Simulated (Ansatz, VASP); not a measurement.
## TaAs: VASP beside Ansatz

POSCAR

```
TaAs
1.0
    0.0000000000      3.4880800000      0.0000000000
    3.4880800000      0.0000000000      0.0000000000
    1.7440400000      1.7440400000     -5.9015530000
As Ta
2 2
Direct
    0.4160000000      0.4160000000      0.1680000000
    0.1660000000      0.6660000000      0.6680000000
    0.0000000000      0.0000000000      0.0000000000
    0.7500000000      0.2500000000      0.5000000000
```

INCAR.step1

```
SYSTEM = TaAs
PREC = Accurate ; ENCUT = 520
ISMEAR = 1 ; SIGMA = 0.0659
LREAL = .FALSE. ; LASPH = .TRUE.
NELM = 100 ; NBANDS = 24
GGA = PE ; ALGO = Normal
EDIFF = 1E-4 ; LWAVE = .TRUE.
LCHARG = .FALSE.
```

Contents of INCAR.step2:

```
SYSTEM = TaAs
PREC = Accurate ; ENCUT = 520
EDIFF = 1E-6 ; ISMEAR = 1
SIGMA = 0.0659 ; LREAL = .FALSE.
LASPH = .TRUE. ; NELM = 100
ALGO = Normal ; ISIF = 2
LWAVE = .FALSE. ; LCHARG = .FALSE.
METAGGA = R2SCAN ; LMIXTAU = .TRUE.
NBANDS = 24 ; ISTART = 1
```

The input KPOINTS:

```
regular mesh
0
G
  8 8 8
  0 0 0
```

Input for Ansatz:

```yaml
crystal:
  lattice:
    - [0.0, 3.48808, 0.0]
    - [3.48808, 0.0, 0.0]
    - [1.74404, 1.74404, -5.901553]
  atoms:
    - { symbol: As, position: [0.416, 0.416, 0.168] }
    - { symbol: As, position: [0.166, 0.666, 0.668] }
    - { symbol: Ta, position: [0.0, 0.0, 0.0] }
    - { symbol: Ta, position: [0.75, 0.25, 0.5] }
  symmetry: { tolerance: 0.0003 }
kpoints:
  mp_grid: { grid: [8, 8, 8], shift: [0, 0, 0] }
  band_path:
    path:
      - [0.0, 0.0, 0.0]
      - [0.5, 0.5, 0.5]
      - [0.5, 0.5, 0.75]
      - [0.5, 0.0, 0.5]
      - [0.0, 0.0, 0.0]
      - [0.0, 0.0, 0.5]
      - [0.45633331, 0.0, 0.72816666]
      - [0.54366669, 0.0, 0.27183334]
      - [0.0, 0.0, 0.0]
      - [0.5, 0.5, 0.5]
      - [0.54366669, 0.45633331, 0.5]
    npoints: 6
magnetization:
  spin_polarized: false
scf:
  occupations: { method: cold, width: 0.0659 }
  lower_state_search: "off"
  max_iter: 200
hamiltonian:
  pseudopotentials: { kind: paw }
  xc: r2scan
basis:
  ecutwfc: 500
  fft_grid_basis: typed
output:
  forces: true
  stress: true
  eigenvalues: true
  bader: true
  populations: true
  elf: true
  write_potential: true
  volumetric_format: npy
  dos:
    e_range: [-12, 8]
    de: 0.05
    projected: { site_lists: { As: [As], Ta: [Ta] } }
checkpoint:
  read: saved_state
```

The cell was built by a generator and needn't be a form met in nature.

Alike in both runs: task single point; functional r2SCAN; k mesh 8 × 8 × 8; no spin polarisation.

|  | VASP | Ansatz |
| --- | --- | --- |
| version | VASP 6.6.1 | Ansatz 0.2.0 |
| potentials or method | VASP PAW PBE potentials, release 64 (As, Ta_pv) | PAW plane waves |
| plane-wave cutoff (eV) | 520 | 500 |
| occupations | methfessel-paxton of order 1, width 0.0659 eV | cold, width 0.0659 eV |
| valence electrons in the cell | 32 | 56 |

VASP gave:

| Item | Value |
| --- | --- |
| pressure (GPa) | -5.6 |
| largest component of the traceless stress (GPa) | 1.75 |
| rms of the force components (eV/Å) | 0.117 |

Which values does Ansatz return?

Pressure (GPa): -6.0; largest component of the traceless stress (GPa): 1.80; rms of the force components (eV/Å): 0.118.

Atom by atom the forces differ by 0.001 eV/Å (rms over components). The two sets of potentials don't hold the same shells in valence.

Caveats: the PAW data sets were made with another functional, which shifts forces and pressure a little (VASP). Spin-orbit coupling is left out, which matters for the levels of Ta.
